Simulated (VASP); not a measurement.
A run of VASP 6.6.1 is set up as follows.

INCAR

```
PREC = Accurate
ENCUT = 600
EDIFF = 1E-7
ISMEAR = -1
SIGMA = 0.05
LREAL = False
LASPH = True
NELM = 60
ALGO = Fast
ISIF = 3
LWAVE = False
LCHARG = False
GGA = RE
IBRION = 2
NSW = 40
EDIFFG = -0.01
```

Contents of KPOINTS:

```
regular mesh
0
Gamma
  6 6 4
```

File POSCAR:

```
SiO2
1.0
    4.9820000000      0.0000000000      0.0000000000
    0.0000000000      4.9820000000      0.0000000000
    0.0000000000      0.0000000000      6.9630000000
Si O
4 8
Direct
    0.7989700000      0.2010300000      0.7500000000
    0.7010300000      0.7010300000      0.5000000000
    0.2010300000      0.7989700000      0.2500000000
    0.2989700000      0.2989700000      0.0000000000
    0.1034700000      0.2398900000      0.8218700000
    0.2601100000      0.6034700000      0.0718700000
    0.8965300000      0.7601100000      0.3218700000
    0.7398900000      0.3965300000      0.5718700000
    0.6034700000      0.2601100000      0.9281300000
    0.7601100000      0.8965300000      0.6781300000
    0.3965300000      0.7398900000      0.4281300000
    0.2398900000      0.1034700000      0.1781300000
```

Potentials or basis: VASP PAW PBE potentials, release 64 (Si, O).

Command:

```bash
$ cat potpaw_PBE.64/Si/POTCAR potpaw_PBE.64/O/POTCAR > POTCAR
$ mpirun -np 1 vasp_std > vasp.out
```

(1) What does it give for the band gap on the k mesh?

(2) Predict the relaxed volume.

(3) What does it give for the space group after relaxing (to 0.05 Å)?

## Answers

(1) 5.63 eV, direct.

(2) 15.79 Å³/atom.

(3) P4_12_12 (No. 92).

Caveat: the PAW data sets were made with another functional, which shifts forces and pressure a little.
